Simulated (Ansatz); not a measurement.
# Al, Al63 defect cell: relaxing cell and atoms, single point and relaxing the atoms, part 2 of 2

Aim: for Al, Al63 defect cell, 4 runs in a chain (relaxing cell and atoms, single point and relaxing the atoms).

Ansatz 0.2.0; DFT PBEsol, scalar-relativistic, plane waves, PAW.

## 5. Relaxing the atoms

It takes the final geometry of step 3: 1 atom is removed; 1 atom is set at new places.

input.yaml

```yaml
crystal:
  lattice:
    - [0.0, 8.0265870908, 8.0265870908]
    - [8.0265870908, 0.0, 8.0265870908]
    - [8.0265870908, 8.0265870908, 0.0]
  atoms:
    - { symbol: Al, position: [0.0, 0.0, 0.125] }
    - { symbol: Al, position: [0.0, 0.0, 0.5] }
    - { symbol: Al, position: [0.0, 0.0, 0.75] }
    - { symbol: Al, position: [0.0, 0.25, 0.0] }
    - { symbol: Al, position: [0.0, 0.25, 0.25] }
    - { symbol: Al, position: [0.0, 0.25, 0.5] }
    - { symbol: Al, position: [0.0, 0.25, 0.75] }
    - { symbol: Al, position: [0.0, 0.5, 0.0] }
    - { symbol: Al, position: [0.0, 0.5, 0.25] }
    - { symbol: Al, position: [0.0, 0.5, 0.5] }
    - { symbol: Al, position: [0.0, 0.5, 0.75] }
    - { symbol: Al, position: [0.0, 0.75, 0.0] }
    - { symbol: Al, position: [0.0, 0.75, 0.25] }
    - { symbol: Al, position: [0.0, 0.75, 0.5] }
    - { symbol: Al, position: [0.0, 0.75, 0.75] }
    - { symbol: Al, position: [0.25, 0.0, 0.0] }
    - { symbol: Al, position: [0.25, 0.0, 0.25] }
    - { symbol: Al, position: [0.25, 0.0, 0.5] }
    - { symbol: Al, position: [0.25, 0.0, 0.75] }
    - { symbol: Al, position: [0.25, 0.25, 0.0] }
    - { symbol: Al, position: [0.25, 0.25, 0.25] }
    - { symbol: Al, position: [0.25, 0.25, 0.5] }
    - { symbol: Al, position: [0.25, 0.25, 0.75] }
    - { symbol: Al, position: [0.25, 0.5, 0.0] }
    - { symbol: Al, position: [0.25, 0.5, 0.25] }
    - { symbol: Al, position: [0.25, 0.5, 0.5] }
    - { symbol: Al, position: [0.25, 0.5, 0.75] }
    - { symbol: Al, position: [0.25, 0.75, 0.0] }
    - { symbol: Al, position: [0.25, 0.75, 0.25] }
    - { symbol: Al, position: [0.25, 0.75, 0.5] }
    - { symbol: Al, position: [0.25, 0.75, 0.75] }
    - { symbol: Al, position: [0.5, 0.0, 0.0] }
    - { symbol: Al, position: [0.5, 0.0, 0.25] }
    - { symbol: Al, position: [0.5, 0.0, 0.5] }
    - { symbol: Al, position: [0.5, 0.0, 0.75] }
    - { symbol: Al, position: [0.5, 0.25, 0.0] }
    - { symbol: Al, position: [0.5, 0.25, 0.25] }
    - { symbol: Al, position: [0.5, 0.25, 0.5] }
    - { symbol: Al, position: [0.5, 0.25, 0.75] }
    - { symbol: Al, position: [0.5, 0.5, 0.0] }
    - { symbol: Al, position: [0.5, 0.5, 0.25] }
    - { symbol: Al, position: [0.5, 0.5, 0.5] }
    - { symbol: Al, position: [0.5, 0.5, 0.75] }
    - { symbol: Al, position: [0.5, 0.75, 0.0] }
    - { symbol: Al, position: [0.5, 0.75, 0.25] }
    - { symbol: Al, position: [0.5, 0.75, 0.5] }
    - { symbol: Al, position: [0.5, 0.75, 0.75] }
    - { symbol: Al, position: [0.75, 0.0, 0.0] }
    - { symbol: Al, position: [0.75, 0.0, 0.25] }
    - { symbol: Al, position: [0.75, 0.0, 0.5] }
    - { symbol: Al, position: [0.75, 0.0, 0.75] }
    - { symbol: Al, position: [0.75, 0.25, 0.0] }
    - { symbol: Al, position: [0.75, 0.25, 0.25] }
    - { symbol: Al, position: [0.75, 0.25, 0.5] }
    - { symbol: Al, position: [0.75, 0.25, 0.75] }
    - { symbol: Al, position: [0.75, 0.5, 0.0] }
    - { symbol: Al, position: [0.75, 0.5, 0.25] }
    - { symbol: Al, position: [0.75, 0.5, 0.5] }
    - { symbol: Al, position: [0.75, 0.5, 0.75] }
    - { symbol: Al, position: [0.75, 0.75, 0.0] }
    - { symbol: Al, position: [0.75, 0.75, 0.25] }
    - { symbol: Al, position: [0.75, 0.75, 0.5] }
    - { symbol: Al, position: [0.75, 0.75, 0.75] }
scf:
  occupations: { method: methfessel_paxton, width: 0.1 }
output:
  forces: true
  stress: false
  eigenvalues: true
hamiltonian:
  xc: pbesol
kpoints:
  mp_grid: { grid: [6, 6, 6] }
relax:
  f_tol: 0.02
  adjacent_minimum: "off"
  escape_saddle: false
```

Command:

```console
> ansatz run input.yaml --threads 8 --pin off --max-ram 20480MiB --backend cpu --events-out ev --progress --plain --runs-dir out
```

Log:

```text
Warning: RAYON_NUM_THREADS=8 ignored (pool sized by the plan → 8); use --threads N
Engine: ansatz 0.2.0, x86_64-unknown-linux-gnu
Pseudopotentials: kind: paw
Pseudopotential: Al, paw, valence charge 3, recommended cutoff 420 eV (normal), Al.paw.azcp
Functional definition: PBEsol
  exchange = pbesol_x
  correlation = pbesol_c
Crystal: 63 atoms, lattice volume = 1034.243 Å³
Basis set: ecut = 420 eV, 20107 PW (Γ), exchange–correlation on 160×160×160 points (8 copies of the dense FFT grid, shifted against one another)
Bands: 158, of which v1, the nominal top of the filled ones, is band 95 counted from 1 (94 counted from 0)
Symmetry: 8 space group operations
Space group: Immm (ITA 71), of the structure as read, at distance tolerance 1.0e-4 Å
k-points: 46 of 216
Non-local potential: Al, projectors of the file, l = 0: 2, l = 1: 2, l = 2: 1
PAW form: soft (Blöchl's): semilocal exchange-correlation on the pseudo side does not see the compensation charge
PAW frozen core: Al, regenerated for the run's functional, and the local potential with it (the file was generated under x = pbe(κ = 0.804, μ = 0.2195149727645171), c = pbe(β = 0.06672455060314922))
PAW one-centre angular grid: Al, 110 points (default); XC on 64 Gauss nodes
Initial density: superposition of atomic densities (neutral atoms: chi_scale 0, normalization atom), corrected by the library's trained network
Initial wavefunctions: pseudopotential atomic-orbital guess
Functional: x = pbesol(κ = 0.804, μ = 0.12345679012345678), c = pbesol(β = 0.046)
SCF iter   1: F=—  HF=-33044.724530 eV  |F-HF|=—  |Δ(HF+E_count)|=         —  Δρ=1.00e-3  dr2=3.68e-2  ethr=1.77e-3  ⟨swp⟩=6.6  Hψ=35568  notcnv=0  defer=246
preconditioner: auto → Kerker (q_TF=auto, 2.055 Å⁻¹)  [metal: Δε(μ)=0.001 eV  Ē_g=6.765 eV  σ=0.100 eV  W_gap=0.01  n_scr=168 (ndim 8)  ℏωp=15.9 eV  f_vac=0.000  D(μ)=29.01/eV (n_scr^D=180)]
SCF iter   2: F=—  HF=-33044.723638 eV  |F-HF|=—  |Δ(HF+E_count)|=   8.92e-4  S|Δr|=    0.00e0  Δρ=6.04e-4  dr2=1.11e-2  ethr=1.95e-5  ⟨swp⟩=2.0  Hψ=9490  notcnv=0  defer=349
SCF iter   3: F=—  HF=-33044.722706 eV  |F-HF|=—  |Δ(HF+E_count)|=   9.32e-4  S|Δr|=    0.00e0  Δρ=7.97e-5  dr2=1.42e-4  ethr=5.85e-6  ⟨swp⟩=2.1  Hψ=6667  notcnv=0  defer=349
SCF iter   4: F=—  HF=-33044.723708 eV  |F-HF|=—  |Δ(HF+E_count)|=   1.00e-3  S|Δr|=    0.00e0  Δρ=2.26e-5  dr2=1.37e-5  ethr=7.50e-8  ⟨swp⟩=2.2  Hψ=8793  notcnv=0  defer=349
SCF iter   5: F=-33044.723706 eV  HF=-33044.723706 eV  |F-HF|=2.03e-7  |Δ(HF+E_count)|=   1.76e-6  S|Δr|=    0.00e0  Δρ=5.87e-6  dr2=6.29e-7  ethr=5.29e-9  ⟨swp⟩=14.5  Hψ=38582  notcnv=0
SCF 1 converged in 5 iterations: F = -33044.723706 eV  dr2 = 6.29e-7
relax step   1: F+E_penalty+E_count = -33044.72370604 eV  Δ(F+E_penalty+E_count) = +0.000e0 eV  max|allowed force component| = 8.790e-1 eV/Å  Δτ_max = 0.0000 Å  (5 SCF iters, dr2 threshold 1.00e-5 eV, accepted)
[... 10 lines left out ...]
relax step   2: F+E_penalty+E_count = -33045.10568625 eV  Δ(F+E_penalty+E_count) = -3.820e-1 eV  max|allowed force component| = 1.999e-1 eV/Å  Δτ_max = 0.1137 Å  (5 SCF iters, dr2 threshold 4.83e-5 eV, accepted)
[... 7 lines left out ...]
relax step   3: F+E_penalty+E_count = -33045.13658485 eV  Δ(F+E_penalty+E_count) = -3.090e-2 eV  max|allowed force component| = 1.839e-2 eV/Å  Δτ_max = 0.0417 Å  (5 SCF iters, dr2 threshold 2.50e-6 eV, accepted)
[... 6 lines left out ...]
relax step   4: F+E_penalty+E_count = -33045.13658491 eV  Δ(F+E_penalty+E_count) = -5.303e-8 eV  max|allowed force component| = 1.842e-2 eV/Å  Δτ_max = 0.0000 Å  (3 SCF iters, accepted)
SCF converged after 3 iterations
Stability not checked: this state was not tested for a lower state beside it, because cold or Methfessel-Paxton smearing, or corrected tetrahedra, fill the levels in a way that the test cannot read (fill_not_monotonic; see scf.lower_state_search)
Free energy (F): -33045.136585 eV
Harris-Foulkes:  -33045.136585 eV  (|F-HF|=1.02e-9)
Internal energy: -33045.129306 eV  (E = F + TS)
E sigma→0 (E₀):  -33045.134765 eV
Entropy (-TS):   -0.007279 eV (-0.116 meV/atom)
Fermi energy:    7.937518 eV
--- Per-component energies (eV) ---
  E_band       = 656.629106
  E_kinetic    = 1449.639393
  E_local      = 581.248787  (includes V_loc(G=0)·N_el)
  E_nonlocal   = 656.355043
  E_hartree    = 20.221574
  E_xc         = -2486.175843
  E_vxc        = -1841.719298  (∫ρ·V_xc dr)
  E_paw        = -28648.530978  (= ΣΔE_a)
  E_vpaw       = -229.338042  (= ΣTr[D̂ρ^β])
  E_aug_tail   = -0.000158  (compensation charges beyond the density's cutoff)
  E_ewald      = -4619.092882
  E_core_change = 1.205759  (= ΣΔE_core)
  E_smearing   = -0.007279  (= −TS)
  E_closure    = 0.000000  (closes the sum)
  Σ components = -33045.136585   (vs F -33045.136585, Δ=0.00e0)
--- Forces (eV/Å), atoms counted from 1 ---
  atom   1  Al    -0.00000000    -0.00000000    -0.00000000
  atom   2  Al    -0.00664525    -0.00664525     0.00000000
  atom   3  Al     0.00664525     0.00664525     0.00000000
  atom   4  Al     0.01327962    -0.01327962     0.01842026
  atom   5  Al    -0.00171272    -0.00058558    -0.00729409
  atom   6  Al     0.00191444    -0.00191444     0.00125502
  atom   7  Al     0.00058558     0.00171272    -0.00729409
  atom   8  Al     0.00321075    -0.00079122     0.00661549
  atom   9  Al    -0.00321075     0.00079122    -0.00661549
  atom  10  Al    -0.00079122     0.00321075    -0.00661549
  atom  11  Al     0.00079122    -0.00321075     0.00661549
  atom  12  Al     0.00171272     0.00058558     0.00729409
  atom  13  Al    -0.01327962     0.01327962    -0.01842026
  atom  14  Al    -0.00058558    -0.00171272     0.00729409
  atom  15  Al    -0.00191444     0.00191444    -0.00125502
  atom  16  Al    -0.01327962     0.01327962     0.01842026
  atom  17  Al    -0.00058558    -0.00171272    -0.00729409
  atom  18  Al    -0.00191444     0.00191444     0.00125502
  atom  19  Al     0.00171272     0.00058558    -0.00729409
  atom  20  Al     0.00203355     0.00203355     0.00177887
  atom  21  Al     0.00143067     0.00143067     0.00292238
  atom  22  Al    -0.00143067    -0.00143067     0.00292238
  atom  23  Al    -0.00203355    -0.00203355     0.00177887
  atom  24  Al     0.00063672    -0.00089207     0.00332396
  atom  25  Al    -0.00046096     0.00046096     0.00327811
  atom  26  Al     0.00089207    -0.00063672     0.00332396
  atom  27  Al    -0.00031864     0.00031864     0.00228357
  atom  28  Al     0.00024307    -0.00804579     0.00000000
  atom  29  Al     0.00804579    -0.00024307     0.00000000
  atom  30  Al    -0.00083657     0.00460880     0.00000000
  atom  31  Al    -0.00460880     0.00083657     0.00000000
  atom  32  Al    -0.00079122     0.00321075     0.00661549
  atom  33  Al     0.00079122    -0.00321075    -0.00661549
  atom  34  Al     0.00321075    -0.00079122    -0.00661549
  atom  35  Al    -0.00321075     0.00079122     0.00661549
  atom  36  Al    -0.00089207     0.00063672     0.00332396
  atom  37  Al     0.00046096    -0.00046096     0.00327811
  atom  38  Al    -0.00063672     0.00089207     0.00332396
  atom  39  Al     0.00031864    -0.00031864     0.00228357
  atom  40  Al    -0.00164964    -0.00164964     0.00000000
  atom  41  Al     0.00164964     0.00164964     0.00000000
  atom  42  Al     0.00122302     0.00122302     0.00000000
  atom  43  Al    -0.00122302    -0.00122302     0.00000000
  atom  44  Al    -0.00046096     0.00046096    -0.00327811
  atom  45  Al     0.00089207    -0.00063672    -0.00332396
  atom  46  Al    -0.00031864     0.00031864    -0.00228357
  atom  47  Al     0.00063672    -0.00089207    -0.00332396
  atom  48  Al     0.00058558     0.00171272     0.00729409
  atom  49  Al     0.01327962    -0.01327962    -0.01842026
  atom  50  Al    -0.00171272    -0.00058558     0.00729409
  atom  51  Al     0.00191444    -0.00191444    -0.00125502
  atom  52  Al    -0.00804579     0.00024307     0.00000000
  atom  53  Al    -0.00024307     0.00804579     0.00000000
  atom  54  Al     0.00460880    -0.00083657    -0.00000000
  atom  55  Al     0.00083657    -0.00460880     0.00000000
  atom  56  Al     0.00046096    -0.00046096    -0.00327811
  atom  57  Al    -0.00063672     0.00089207    -0.00332396
  atom  58  Al     0.00031864    -0.00031864    -0.00228357
  atom  59  Al    -0.00089207     0.00063672    -0.00332396
  atom  60  Al    -0.00143067    -0.00143067    -0.00292238
  atom  61  Al    -0.00203355    -0.00203355    -0.00177887
  atom  62  Al     0.00203355     0.00203355    -0.00177887
  atom  63  Al     0.00143067     0.00143067    -0.00292238
  max |Σ_I F_I| component: 1.39e-17 eV/Å
--- Band table (eV; the first three rows and the last of 46) ---
  k-point 0: bands = ["-3.2682", "-1.6461", "-1.6393", "-1.6140", "-1.6060", "-1.5868", "-1.5632", "-1.4636", "-1.4054", "-1.0605", "-1.0454", "-1.0101", "-1.0039", "-0.8304", "-0.7897", "1.1705", "1.1753", "1.1890", "1.2037", "1.2173", "1.2185", "1.2326", "1.2395", "1.2597", "1.2955", "1.3854", "1.4948", "2.7792", "2.7955", "2.7984", "2.8135", "2.8210", "2.8219", "2.8254", "2.8327", "2.8393", "2.8394", "2.8405", "2.8453", "2.8572", "2.8585", "2.8592", "2.8856", "2.9095", "2.9394", "2.9424", "2.9845", "2.9916", "3.0574", "3.1205", "3.3406", "3.3634", "3.3717", "3.4024", "3.4052", "3.5469", "3.5744", "3.8512", "4.0999", "5.0515", "5.0630", "5.0990", "6.3086", "6.3984", "6.4552", "7.0212", "7.0254", "7.0515", "7.0532", "7.0689", "7.0730", "7.0782", "7.0852", "7.0866", "7.1013", "7.1054", "7.1058", "7.1185", "7.1294", "7.1380", "7.1381", "7.1591", "7.1642", "7.1725", "7.1725", "7.1888", "7.1945", "7.1974", "7.2038", "7.2150", "7.2336", "7.2925", "7.3714", "7.4008", "7.4029", "7.4205", "7.4444", "7.5163", "7.5745", "7.6585", "7.6834", "7.9785", "8.1231", "8.1774", "8.1940", "8.2299", "8.3372", "9.0946", "9.1142", "9.1379", "9.1524", "9.1674", "9.1762", "9.1921", "9.2108", "9.2625", "9.3148", "9.3187", "9.3244", "9.3405", "9.3409", "9.3529", "9.4096", "9.4246", "9.6423", "10.6452", "10.6928", "10.7537", "10.7693", "10.7789", "10.7836", "10.7951", "10.8306", "10.8440", "10.8445", "10.8520", "10.9273", "11.3689", "11.3943", "11.4022", "11.4410", "11.4629", "11.4844", "11.5126", "11.5413", "11.5469", "11.5857", "11.5980", "11.5999", "11.6261", "11.6296", "11.6310", "11.6371", "11.6373", "11.6476", "11.6592", "11.6948", "11.6970"]
[... 3 lines left out ...]
--- Relaxed structure (4 steps of the walk, 4 accepted, 0 SCFs on fresh bases) ---
  F+E_penalty+E_count = -33045.13658491 eV   max|allowed force component| = 1.842e-2 eV/Å
  atoms:
    - { symbol: Al, position: [6.153478650811554e-20, 6.153478650811554e-20, 0.125] }
    - { symbol: Al, position: [6.153478650811554e-20, 6.153478650811554e-20, 0.49602593856289373] }
    - { symbol: Al, position: [6.153478650811554e-20, 6.153478650811554e-20, 0.7539740614371063] }
    - { symbol: Al, position: [0.005858044424345954, 0.26285319965494597, -0.009355622039645975] }
    - { symbol: Al, position: [0.001443368971080411, 0.24524718173402643, 0.24830539473154056] }
    - { symbol: Al, position: [-0.00019869414898762705, 0.24850208857053838, 0.5008483027892247] }
    - { symbol: Al, position: [0.001443368971080397, 0.24524718173402643, 0.7550040545633525] }
    - { symbol: Al, position: [0.0006407901965223006, 0.5050268512909202, -0.0009737534652997093] }
    - { symbol: Al, position: [-0.0006407901965223006, 0.49497314870907977, 0.2509737534652998] }
    - { symbol: Al, position: [-0.0006407901965223284, 0.4949731487090798, 0.5046938880221428] }
    - { symbol: Al, position: [0.0006407901965223006, 0.5050268512909202, 0.7453061119778572] }
    - { symbol: Al, position: [-0.0014433689710803832, 0.7547528182659735, 0.0016946052684593815] }
    - { symbol: Al, position: [-0.0058580444243458984, 0.737146800345054, 0.25935562203964596] }
    - { symbol: Al, position: [-0.0014433689710803832, 0.7547528182659735, 0.49499594543664743] }
    - { symbol: Al, position: [0.00019869414898748827, 0.7514979114294618, 0.7491516972107755] }
    - { symbol: Al, position: [0.26285319965494597, 0.005858044424345954, -0.009355622039645975] }
    - { symbol: Al, position: [0.24524718173402643, 0.001443368971080411, 0.24830539473154056] }
    - { symbol: Al, position: [0.24850208857053838, -0.00019869414898762705, 0.5008483027892247] }
    - { symbol: Al, position: [0.24524718173402643, 0.001443368971080397, 0.7550040545633525] }
    - { symbol: Al, position: [0.25323651989923596, 0.25323651989923596, -0.001851910999316031] }
    - { symbol: Al, position: [0.2501613961538078, 0.2501613961538078, 0.24996702420322608] }
    - { symbol: Al, position: [0.2501613961538078, 0.2501613961538078, 0.49971018348915835] }
    - { symbol: Al, position: [0.25323651989923596, 0.25323651989923596, 0.7453788712008442] }
    - { symbol: Al, position: [0.25023220836353766, 0.5024504985984618, 0.00019466598506234778] }
    - { symbol: Al, position: [0.24963474943331007, 0.5002541812241795, 0.2500555346712552] }
    - { symbol: Al, position: [0.2502322083635376, 0.5024504985984619, 0.4971226270529382] }
    - { symbol: Al, position: [0.2502854428642161, 0.5020774408640214, 0.7488185581358813] }
    - { symbol: Al, position: [0.2413657095488888, 0.7586342904511112, 0.002941916950956469] }
    - { symbol: Al, position: [0.2413657095488887, 0.7586342904511113, 0.24705808304904353] }
    - { symbol: Al, position: [0.24848422917421137, 0.7515157708257887, 0.4984910547770549] }
    - { symbol: Al, position: [0.24848422917421148, 0.7515157708257885, 0.7515089452229451] }
    - { symbol: Al, position: [0.5050268512909202, 0.0006407901965223006, -0.0009737534652997093] }
    - { symbol: Al, position: [0.49497314870907977, -0.0006407901965223006, 0.2509737534652998] }
    - { symbol: Al, position: [0.4949731487090798, -0.0006407901965223284, 0.5046938880221428] }
    - { symbol: Al, position: [0.5050268512909202, 0.0006407901965223006, 0.7453061119778572] }
    - { symbol: Al, position: [0.5024504985984618, 0.25023220836353766, 0.00019466598506234778] }
    - { symbol: Al, position: [0.5002541812241795, 0.24963474943331007, 0.2500555346712552] }
    - { symbol: Al, position: [0.5024504985984619, 0.2502322083635376, 0.4971226270529382] }
    - { symbol: Al, position: [0.5020774408640214, 0.2502854428642161, 0.7488185581358813] }
    - { symbol: Al, position: [0.5, 0.5, 0.0007953735931560679] }
    - { symbol: Al, position: [0.5, 0.5, 0.24920462640684393] }
    - { symbol: Al, position: [0.5, 0.5, 0.49960258881260655] }
    - { symbol: Al, position: [0.5, 0.5, 0.7503974111873934] }
    - { symbol: Al, position: [0.49974581877582047, 0.7503652505666899, -5.5534671255186296e-5] }
    - { symbol: Al, position: [0.49754950140153803, 0.7497677916364622, 0.24980533401493776] }
    - { symbol: Al, position: [0.4979225591359785, 0.7497145571357838, 0.5011814418641188] }
    - { symbol: Al, position: [0.4975495014015381, 0.7497677916364622, 0.7528773729470619] }
    - { symbol: Al, position: [0.7547528182659735, -0.0014433689710803832, 0.0016946052684593815] }
    - { symbol: Al, position: [0.737146800345054, -0.0058580444243458984, 0.25935562203964596] }
    - { symbol: Al, position: [0.7547528182659735, -0.0014433689710803832, 0.49499594543664743] }
    - { symbol: Al, position: [0.7514979114294618, 0.00019869414898748827, 0.7491516972107755] }
    - { symbol: Al, position: [0.7586342904511112, 0.2413657095488888, 0.002941916950956469] }
    - { symbol: Al, position: [0.7586342904511113, 0.2413657095488887, 0.24705808304904353] }
    - { symbol: Al, position: [0.7515157708257887, 0.24848422917421137, 0.4984910547770549] }
    - { symbol: Al, position: [0.7515157708257885, 0.24848422917421148, 0.7515089452229451] }
    - { symbol: Al, position: [0.7503652505666899, 0.49974581877582047, -5.5534671255186296e-5] }
    - { symbol: Al, position: [0.7497677916364622, 0.49754950140153803, 0.24980533401493776] }
    - { symbol: Al, position: [0.7497145571357838, 0.4979225591359785, 0.5011814418641188] }
    - { symbol: Al, position: [0.7497677916364622, 0.4975495014015381, 0.7528773729470619] }
    - { symbol: Al, position: [0.7498386038461923, 0.7498386038461923, 3.2975796773859756e-5] }
    - { symbol: Al, position: [0.7467634801007641, 0.7467634801007641, 0.25185191099931603] }
    - { symbol: Al, position: [0.7467634801007641, 0.7467634801007641, 0.5046211287991558] }
    - { symbol: Al, position: [0.7498386038461923, 0.7498386038461923, 0.7502898165108417] }
```

Run time: 5.9 min. Hardware: 8 threads of Intel Xeon Platinum 8259CL at 2.50GHz (Skylake/Cascade Lake), shared host; peak memory 11 GiB.

The steps of the relaxation:

| step | E - E(step 1) (eV/cell) | largest force component (eV/Å) |
| --- | --- | --- |
| 1 | 0.0000 | 0.8790 |
| 2 | -0.3820 | 0.1999 |
| 3 | -0.4129 | 0.0184 |
| 4 | -0.4129 | 0.0184 |

Step 1 is the start.

## 6. The runs side by side

This closing draws on all 2 parts.

| step | system | set | k mesh | energy above the lowest (eV) | gap on the mesh (eV) | time |
| --- | --- | --- | --- | --- | --- | --- |
| 2 | Al | A | 24×24×24 | n/a | 0.00 | 7.4 s |
| 3 | Al | B | 6×6×6 | n/a | 0.00 | 38 s |
| 4 | Al63 defect cell | C | 6×6×6 | 0.000 | 0.00 | 1.9 min |
| 5 | Al63 defect cell | C | 6×6×6 | 0.587 | 0.00 | 5.9 min |

Energies compare only among runs of one formula, size, charge, level and basis; each such set counts from its lowest member. The letters name the sets, whose settings differ as the inputs show.

| quantity | value |
| --- | --- |
| relaxed cell, step 2 (conventional) | a = 4.013 Å, b = 4.013 Å, c = 4.013 Å, α = 90.00°, β = 90.00°, γ = 90.00° |

Against the measured lattice constant a of Al, 4.0495 Å (quoted in “The interpretation of polycrystalline coherent inelastic neutron scattering from aluminium”, 2013, pmc:3831299), the calculated 4.013 Å is off by -0.9 %. That is the cell relaxed with PBEsol, without thermal expansion or zero-point motion.
